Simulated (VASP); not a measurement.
# BN (F-43m) under uniaxial stress along [111]

How do the elastic response and the band edges of BN follow uniaxial stress along [111]?

Calculated with VASP 6.6.1; LDA; plane waves and PAW (B, N), in the first sound run; inputs show where later runs differ.

## 1. Set-up

It takes space group F-43m (No. 216, cubic). Conventional cell: a = 3.616 Å, b = 3.616 Å, c = 3.616 Å, α = 90.00°, β = 90.00°, γ = 90.00°. B has 4 N at 1.57 Å nearest. Nearest to N lie 4 B at 1.57 Å. Farther neighbours and most contacts between anions are not listed.

## 2. Relax the crystal, LDA

The series starts from the cell that this level prefers, so that zero strain is near zero stress.

This step took 2 runs in a row; the last is shown.

Level: LDA; plane waves and PAW (B, N).

INCAR reads:

```
SYSTEM = BN
PREC = Accurate
ENCUT = 600
EDIFF = 1E-07
NELM = 120
ISMEAR = 0
SIGMA = 0.02
LREAL = .FALSE.
ALGO = Normal
GGA = CA
NBANDS = 10
LASPH = .TRUE.
LORBIT = 11
LWAVE = .FALSE.
LCHARG = .FALSE.
KPAR = 16
IBRION = 2
NSW = 40
ISIF = 3
EDIFFG = -0.005
POTIM = 0.4
```

POSCAR reads:

```
BN
1.0
    0.0000000000      1.7913124887      1.7913124887
    1.7913124887      0.0000000000      1.7913124887
    1.7913124887      1.7913124887      0.0000000000
B N
1 1
Direct
    0.0000000000      0.0000000000      0.0000000000
    0.2500000000      0.2500000000      0.2500000000
```

KPOINTS reads:

```
Automatic mesh
0
Gamma
14 14 14
0 0 0
```

The projector-augmented-wave data sets are B and N (LDA family, release 64).

Command:

```
> mpirun -np 16 vasp_std
```

Output:

```text
[banner, memory and clock lines left out]
running   16 mpi-ranks, on    1 nodes
[...]
|                                                                             |
|           W    W    AA    RRRRR   N    N  II  N    N   GGGG   !!!           |
|           W    W   A  A   R    R  NN   N  II  NN   N  G    G  !!!           |
|           W    W  A    A  R    R  N N  N  II  N N  N  G       !!!           |
|           W WW W  AAAAAA  RRRRR   N  N N  II  N  N N  G  GGG   !            |
|           WW  WW  A    A  R   R   N   NN  II  N   NN  G    G                |
|           W    W  A    A  R    R  N    N  II  N    N   GGGG   !!!           |
|                                                                             |
|     For optimal performance we recommend to set                             |
|       NCORE = 2 up to number-of-cores-per-socket                            |
|     NCORE specifies how many cores store one orbital (NPAR=cpu/NCORE).      |
|     This setting can greatly improve the performance of VASP for DFT.       |
[...]
|     Unfortunately you need to use the default for GW and RPA                |
|     calculations (for HF NCORE is supported but not extensively tested      |
|     yet).                                                                   |
|                                                                             |

 LDA part: xc-table for (Slater(with rela. corr.)+CA(PZ))
 , standard interpolation
 POSCAR, INCAR and KPOINTS ok, starting setup
[...]
entering main loop
       N       E                     dE             d eps       ncg     rms          rms(c)
DAV:   1     0.109638735759E+02    0.10964E+02   -0.55379E+03  2114   0.887E+02
DAV:   2    -0.201365324260E+02   -0.31100E+02   -0.30342E+02  2490   0.172E+02
DAV:   3    -0.205964892823E+02   -0.45996E+00   -0.45904E+00  2446   0.185E+01
DAV:   4    -0.205971144818E+02   -0.62520E-03   -0.62518E-03  2254   0.767E-01
[...]
DAV:  10    -0.194164105011E+02    0.15730E-04   -0.44267E-05  2334   0.673E-02    0.138E-02
DAV:  11    -0.194164109778E+02   -0.47675E-06   -0.17733E-06  2318   0.968E-03    0.613E-03
DAV:  12    -0.194164109081E+02    0.69727E-07   -0.50014E-07  2238   0.445E-03
   1 F= -.19416411E+02 E0= -.19416411E+02  d E =-.194164E+02
[...]
reached required accuracy - stopping structural energy minimisation
```

Run time: 2.2 s. Hardware: 16 MPI ranks of Intel Xeon 6975P-C (Granite Rapids), shared host; peak memory 1.8 GiB; 19 s of CPU time.

Lines that name or quote the potential files are left out of all logs, and their timing lines are given in words.

OUTCAR, selected parts (step 2):

```text
  Total        0.0020121      0.0020121      0.0020121     -0.0000000      0.0000000     -0.0000000
  in kB        0.2804309      0.2804309      0.2804309     -0.0000000      0.0000000     -0.0000000
  external PRESSURE =       0.2804309 kB  Pullay stress =       0.0000000 kB

 POSITION                                       TOTAL-FORCE (eV/Angst)
 -----------------------------------------------------------------------------------
      0.00000      0.00000      0.00000         0.000000      0.000000      0.000000
      0.89566      0.89566      0.89566        -0.000000     -0.000000     -0.000000
 -----------------------------------------------------------------------------------
    total drift:                               -0.000000     -0.000000     -0.000000

  FREE ENERGIE OF THE ION-ELECTRON SYSTEM (eV)
  ---------------------------------------------------
  free  energy   TOTEN  =       -19.4164109081 eV

  energy  without entropy=      -19.4164109081  energy(sigma->0) =      -19.41641091

 reached required accuracy - stopping structural energy minimisation

[... 3 further parts left out ...]
[key lines of the parts left out:]
E-fermi :   7.8891
```

This run gave:

```
energy(sigma→0) of the program : -19.4164 eV
stress, compression positive   : 0.03 along [111], 0.03 across it (mean), GPa
volume                         : 11.496 Å³
ionic steps                    : 1
```

## 3. Strain across the axis, LDA

One member in full: the axis is strained by 2 %, and the two directions across it are strained alike until their mean stress is under 0.012 GPa or five steps are spent.

This step took 3 runs, each at a new trial strain with the atoms of the one before; the last is shown.

Level: LDA; plane waves and PAW (B, N); cell typed or built by script.

Edit INCAR of step 2 so:

```diff
@@ -15,7 +15,7 @@
 LCHARG = .FALSE.
-KPAR = 16
-IBRION = 2
-NSW = 40
-ISIF = 3
-EDIFFG = -0.005
-POTIM = 0.4
+KPAR = 4
+IBRION = 1
+NSW = 25
+ISIF = 2
+EDIFFG = -0.004
+POTIM = 0.3
```

POSCAR reads:

```
BN
1.0
    0.0255469270      1.8143652750      1.8143652750
    1.8143652750      0.0255469270      1.8143652750
    1.8143652750      1.8143652750      0.0255469270
B N
1 1
Direct
    0.0000773081      0.0000773081      0.0000773081
    0.2499226919      0.2499226919      0.2499226919
```

KPOINTS is that of step 2.

Command:

```
> mpirun -np 4 vasp_std
```

Output:

```text
[banner, memory and clock lines left out]
running    4 mpi-ranks, on    1 nodes
[...]
LDA part: xc-table for (Slater(with rela. corr.)+CA(PZ))
 , standard interpolation
 POSCAR, INCAR and KPOINTS ok, starting setup
[...]
entering main loop
       N       E                     dE             d eps       ncg     rms          rms(c)
DAV:   1     0.104650708290E+02    0.10465E+02   -0.54740E+03  5880   0.881E+02
DAV:   2    -0.200693065013E+02   -0.30534E+02   -0.29496E+02  6974   0.167E+02
DAV:   3    -0.205534934094E+02   -0.48419E+00   -0.48340E+00  6734   0.187E+01
DAV:   4    -0.205540788467E+02   -0.58544E-03   -0.58542E-03  6286   0.788E-01
[...]
DAV:  10    -0.194028759150E+02    0.16208E-04   -0.48239E-05  6546   0.697E-02    0.138E-02
DAV:  11    -0.194028763658E+02   -0.45077E-06   -0.17550E-06  6402   0.982E-03    0.639E-03
DAV:  12    -0.194028763172E+02    0.48645E-07   -0.44523E-07  5712   0.422E-03
   1 F= -.19402876E+02 E0= -.19402876E+02  d E =-.194029E+02
 BRION: g(F)=  0.131E-05 g(S)=  0.000E+00
[...]
N       E                     dE             d eps       ncg     rms          rms(c)
DAV:   1    -0.194028768057E+02   -0.43991E-06   -0.99726E-05  5864   0.787E-02    0.212E-03
DAV:   2    -0.194028767773E+02    0.28383E-07   -0.50549E-07  6706   0.758E-03
   2 F= -.19402877E+02 E0= -.19402877E+02  d E =-.460169E-06
 BRION: g(F)=  0.929E-07 g(S)=  0.000E+00 retain N=  1 mean eig= 0.79
 eig:   0.790
 reached required accuracy - stopping structural energy minimisation
```

Run time: 5.4 s. Hardware: 4 MPI ranks; peak memory 0.56 GiB.

From OUTCAR (step 3):

```text
  Total       -0.4688054     -0.4688054     -0.4688054     -0.4684505     -0.4684505     -0.4684505
  in kB      -64.2346184    -64.2346184    -64.2346184    -64.1859977    -64.1859977    -64.1859977
  external PRESSURE =     -64.2346184 kB  Pullay stress =       0.0000000 kB

 POSITION                                       TOTAL-FORCE (eV/Angst)
 -----------------------------------------------------------------------------------
      0.00036      0.00036      0.00036        -0.000732     -0.000732     -0.000732
      0.91321      0.91321      0.91321         0.000732      0.000732      0.000732
 -----------------------------------------------------------------------------------
    total drift:                               -0.000117     -0.000117     -0.000117

  FREE ENERGIE OF THE ION-ELECTRON SYSTEM (eV)
  ---------------------------------------------------
  free  energy   TOTEN  =       -19.4028767773 eV

  energy  without entropy=      -19.4028767773  energy(sigma->0) =      -19.40287678

[... 1 part as in an earlier step ...]

[... 3 further parts left out ...]
[key lines of the parts left out:]
E-fermi :   7.6983
```

This run gave:

| Quantity | Value |
| --- | --- |
| energy(sigma→0) of the program | -19.4029 eV |
| stress, compression positive | -19.26 along [111], 0.00 across it (mean), GPa |
| ionic steps | 2 |

## 4. Band edges, HSE06

Short lines in KPOINTS_OPT sample the zone centre along and across the axis, for masses, and the other valleys.

Level: HSE06; plane waves and PAW (B, N); cell typed or built by script.

INCAR reads:

```
SYSTEM = BN
PREC = Accurate
ENCUT = 600
EDIFF = 1E-06
NELM = 100
ISMEAR = 0
SIGMA = 0.02
LREAL = .FALSE.
ALGO = Normal
LHFCALC = .TRUE.
AEXX = 0.25
GGA = PE
HFSCREEN = 0.2
LASPH = .TRUE.
NBANDS = 9
PRECFOCK = Fast
LWAVE = .FALSE.
LCHARG = .FALSE.
KPAR = 4
```

POSCAR reads:

```
BN
1.0
    0.0255469270      1.8143652750      1.8143652750
    1.8143652750      0.0255469270      1.8143652750
    1.8143652750      1.8143652750      0.0255469270
B N
1 1
Direct
    0.0000990593      0.0000990593      0.0000990593
    0.2499009407      0.2499009407      0.2499009407
```

KPOINTS reads:

```
Automatic mesh
0
Gamma
7 7 7
0 0 0
```

KPOINTS_OPT reads:

```
Line mode
6
Line-mode
Reciprocal
  0.00000000   0.00000000   0.00000000
  0.01678924   0.01678924   0.01678924

  0.00000000   0.00000000   0.00000000
 -0.01006564   0.01006564  -0.00000000

  0.31000000   0.31000000   0.00000000
  0.50000000   0.50000000   0.00000000

  0.00000000   0.31000000   0.31000000
  0.00000000   0.50000000   0.50000000

  0.45000000   0.45000000   0.45000000
  0.50000000   0.50000000   0.50000000

  0.45000000   0.00000000   0.00000000
  0.50000000   0.00000000   0.00000000

  0.42500000   0.42500000   0.00000000
  0.42520330   0.43943826   0.01443826

  0.50000000   0.50000000   0.50000000
  0.48993436   0.51006564   0.50000000
```

Command:

```
> mpirun -np 4 vasp_std
```

Output:

```text
[banner, memory and clock lines left out]
running    4 mpi-ranks, on    1 nodes
[...]
|                                                                             |
|               ----> ADVICE to this user running VASP <----                  |
|                                                                             |
|     You enforced a specific xc type in the INCAR file but a different       |
|     [... a line on the potential file left out ...]
|     I HOPE YOU KNOW WHAT YOU ARE DOING!                                     |
|                                                                             |

 LDA part: xc-table for (Slater+PW92), standard interpolation
 found WAVECAR, reading the header
 POSCAR, INCAR and KPOINTS ok, starting setup
[...]
reading WAVECAR
 the WAVECAR file was read successfully
 initial charge from wavefunction
 entering main loop
       N       E                     dE             d eps       ncg     rms          rms(c)
DAV:   1    -0.204450216499E+02   -0.20445E+02   -0.62887E-01   808   0.847E+00    0.599E-01
DAV:   2    -0.204456553830E+02   -0.63373E-03   -0.80443E-03   865   0.946E-01    0.400E-01
DAV:   3    -0.204446643251E+02    0.99106E-03   -0.28260E-03   843   0.350E-01    0.235E-01
DAV:   4    -0.204445174779E+02    0.14685E-03   -0.29458E-04   840   0.122E-01    0.140E-01
DAV:   5    -0.204444415165E+02    0.75961E-04   -0.27988E-05   820   0.594E-02    0.788E-02
DAV:   6    -0.204444186360E+02    0.22881E-04   -0.14741E-05   826   0.415E-02    0.430E-02
DAV:   7    -0.204444122095E+02    0.64264E-05   -0.25820E-06   811   0.199E-02    0.242E-02
DAV:   8    -0.204444104461E+02    0.17635E-05   -0.79955E-07   418   0.105E-02    0.140E-02
DAV:   9    -0.204444100557E+02    0.39036E-06   -0.32878E-07   414   0.662E-03
   1 F= -.20444410E+02 E0= -.20444410E+02  d E =-.416623E-47
 Start KPOINTS_OPT (optional k-point list driver)
k-point batch [1-44\48]
       N       E                     dE             ncg
DAV:   1     0.141391023088E+04   -0.12303E+05      808
DAV:   2    -0.276034734164E+03   -0.16899E+04     1036
DAV:   3    -0.336113755933E+03   -0.60079E+02      958
DAV:   4    -0.336355002939E+03   -0.24125E+00      903
DAV:   5    -0.336356289245E+03   -0.12863E-02      888
DAV:   6    -0.336356291110E+03   -0.18648E-05      794
DAV:   7    -0.336356291114E+03   -0.41201E-08      677
k-point batch [45-48\48]
       N       E                     dE             ncg
DAV:   1     0.141722327356E+05   -0.15019E+04       96
DAV:   2     0.140660093974E+05   -0.10622E+03       89
DAV:   3     0.140637314925E+05   -0.22779E+01       80
DAV:   4     0.140637245275E+05   -0.69650E-02       77
DAV:   5     0.140637244748E+05   -0.52706E-04       77
DAV:   6     0.140637244747E+05   -0.61251E-07       76
```

It took 66 s on 4 MPI ranks; peak memory 0.92 GiB; 4.4 min of CPU time.

From OUTCAR (step 4):

```text
  LATTYP: Found a trigonal (rhomboedric) cell.
 ALAT       =     2.5660271526
 COS(alpha) =     0.5140294110

 Subroutine GETGRP returns: Found  6 space group operations
 (whereof  6 operations were pure point group operations)

The static configuration has the point symmetry C_3v.

 Found     44 irreducible k-points:

   k-points           NKPTS =     44   k-points in BZ     NKDIM =    343   number of bands    NBANDS=      9

   dimension x,y,z NGX =    20 NGY =   20 NGZ =   20
   dimension x,y,z NGXF=    40 NGYF=   40 NGZF=   40

   ENCUT  =  600.0 eV  44.10 Ry    6.64 a.u.   5.12  5.12  5.12*2*pi/ulx,y,z

   NELECT =       8.0000    total number of electrons

  exchange ACFDT corr.  =         0.00000000  see jH, gK, PRB 81, 115126

 E-fermi :   7.1119

 k-point     1 :       0.0000    0.0000    0.0000
  band No.  band energies     occupation
      1     -15.3502      2.00000
      2       6.8105      2.00000
      3       6.9125      2.00000
      4       6.9125      2.00000
      5      16.9861      0.00000
      6      17.6950      0.00000
      7      17.6950      0.00000
      8      19.3221      0.00000
      9      33.8100      0.00000

 k-point     2 :       0.1429    0.0000    0.0000
  band No.  band energies     occupation
      1     -14.8082      2.00000
      2       4.3782      2.00000
      3       6.3036      2.00000
      4       6.3697      2.00000
      5      17.5874      0.00000
      6      18.2215      0.00000
      7      18.4793      0.00000
      8      20.9808      0.00000
      9      32.8085      0.00000

 POSITION                                       TOTAL-FORCE (eV/Angst)
 -----------------------------------------------------------------------------------
      0.00036      0.00036      0.00036        -0.003692     -0.003692     -0.003692
      0.91321      0.91321      0.91321         0.003692      0.003692      0.003692
 -----------------------------------------------------------------------------------
    total drift:                                0.000008      0.000008      0.000008

  FREE ENERGIE OF THE ION-ELECTRON SYSTEM (eV)
  ---------------------------------------------------
  free  energy   TOTEN  =       -20.4444100557 eV

  energy  without entropy=      -20.4444100557  energy(sigma->0) =      -20.44441006

[... 1 part as in an earlier step ...]

[... 7 further parts left out ...]
```

This run gave:

| Item | Value |
| --- | --- |
| energy(sigma→0) of the program | -20.4444 eV |

## 5. All members

Hybrid runs start from orbitals of a short LDA run, not shown.

Runs beyond LDA use the data sets made with LDA; this shifts their levels slightly, and their total energies have another zero.

The other members went through these steps as far as the tables show, with the same cutoff and, step by step, the same mesh; 44 runs are not shown. The session took 1.6 core hours (wall time by ranks) on a shared machine.

| strain along the axis (%) | strain across the axis (%) | stress along the axis, tension positive (GPa) | energy above the unstrained row (meV/atom) | gap on the mesh, LDA (eV) |
| --- | --- | --- | --- | --- |
| -2.000 | 0.168 | -21.645 | 7.933 | 4.283 |
| -1.500 | 0.124 | -16.030 | 4.477 | 4.311 |
| -1.000 | 0.082 | -10.542 | 2.020 | 4.333 |
| -0.500 | 0.042 | -5.211 | 0.539 | 4.355 |
| 0 | 0.004 | -0.022 | 0.000 | 4.375 |
| 0.500 | -0.035 | 5.017 | 0.388 | 4.358 |
| 1.000 | -0.072 | 9.917 | 1.660 | 4.342 |
| 1.500 | -0.107 | 14.673 | 3.796 | 4.324 |
| 2.000 | -0.139 | 19.261 | 6.767 | 4.306 |

Slopes at zero strain, from cubics through all rows: strain ratio -0.077, stress over strain 1023 GPa.

Band edges at HSE06, counted from the valence-band top at Γ, with one row partly withheld:

| strain along the axis (%) | gap (eV) | conduction band at Γ (eV) | Δ or X valley along z (eV) | Δ or X valley along x (eV) | lowest conduction level at L, [111] (eV) | lowest conduction level at L, [-111] (eV) | second valence level below the top (eV) | third valence level below the top (eV) |
| --- | --- | --- | --- | --- | --- | --- | --- | --- |
| -2.000 | 5.745 | 10.507 | 5.745 | 5.745 | 11.942 | 12.396 | 0.135 | 0.135 |
| -1.500 | 5.770 | 10.558 | 5.770 | 5.770 | ? | 12.369 | 0.098 | 0.098 |
| -1.000 | 5.790 | 10.607 | 5.790 | 5.790 | 12.083 | 12.332 | 0.066 | 0.066 |
| -0.500 | 5.810 | 10.656 | 5.810 | 5.810 | 12.152 | 12.284 | 0.033 | 0.033 |
| 0 | 5.827 | 10.704 | 5.827 | 5.827 | 12.219 | 12.220 | 0.000 | 0.000 |
| 0.500 | 5.811 | 10.567 | 5.811 | 5.811 | 12.255 | 12.108 | 0.000 | 0.030 |
| 1.000 | 5.796 | 10.413 | 5.796 | 5.796 | 12.291 | 11.984 | 0.000 | 0.053 |
| 1.500 | 5.778 | 10.248 | 5.778 | 5.778 | 12.325 | 11.848 | 0.000 | 0.081 |
| 2.000 | 5.760 | 10.073 | 5.760 | 5.760 | 12.361 | 11.706 | 0.000 | 0.102 |

## 6. Fit and prediction

The quantity to fit is the splitting of the lowest conduction levels at the L points ([111] less [-111]) at HSE06: -0.454, -0.249, -0.132, -0.001, 0.146, 0.307, 0.477, 0.655 eV in the rows shown.

A least-squares parabola through the 8 rows shown, with d the strain along the axis less the strain across it, in %: E = 0.02221 d² + 0.2585 d + 0.002329 (eV), r.m.s. residual 0.0018 eV.

At d = -1.624 this predicts -0.3590 eV.

## 7. Prediction against calculation

The calculation gives -0.3553 eV, so the prediction is 0.0037 eV too low, more than twice the residual of the fit.

The splitting is Ξu times 8/9 of d, with d as a fraction, so the linear term gives Ξu = 29.1 eV.

## 8. Summary of results

* Poisson ratio: 0.077
* Young's modulus along the axis: 1023 GPa
* gap of the unstrained cell, HSE06: 5.83 eV
* shear deformation potential Ξu of the lowest conduction levels at L: 29.1 eV
* error of the predicted row: -3.7 meV

**Reading.** As a check, the curvature of the energy gives 1025 GPa for the same modulus (energy per volume = E/2 × strain²), 0 % from the slope of the stress. The energy also has a linear term worth 0.40 GPa that the stress column lacks, a mark of the finite basis. At HSE06 the lowest conduction valley is Δ or X throughout, and the gap runs between 5.74 and 5.83 eV. Hole masses are left out throughout, since the top bands are degenerate or cross in many series; of conduction masses, those of the Γ, L and (for Si and Ge under (001) strain) Δ valleys are kept where they change by under an eighth between rows. HSE06 ran on a coarser mesh than the semilocal levels. Spin-orbit coupling is left out at HSE06, so the valence splittings there lack it. Δ or X levels are the lowest on their line, refined by a parabola unless they lie at X; the gap is read from all points sampled and can differ from the lowest valley by some meV, or by tens of meV where strain moves the valence top off Γ. Temperature, zero-point motion and excitons are left out.

[Lines on the potential files, build, host, timing and source positions are cut from VASP's logs without a mark.]

[Logs are printed without paths, hosts, clocks, repeated set-up lines and the standing remarks that a program may print on its own settings, such as how far it seeks lower states.]

[Hosts, paths, dates, database ids (printed as entryN), source tags and the programs' standing remarks are cut or masked in the printed files.]

[In band tables of VASP the shares of atoms and orbitals are scaled to a sum of 1 inside the atoms' spheres.]
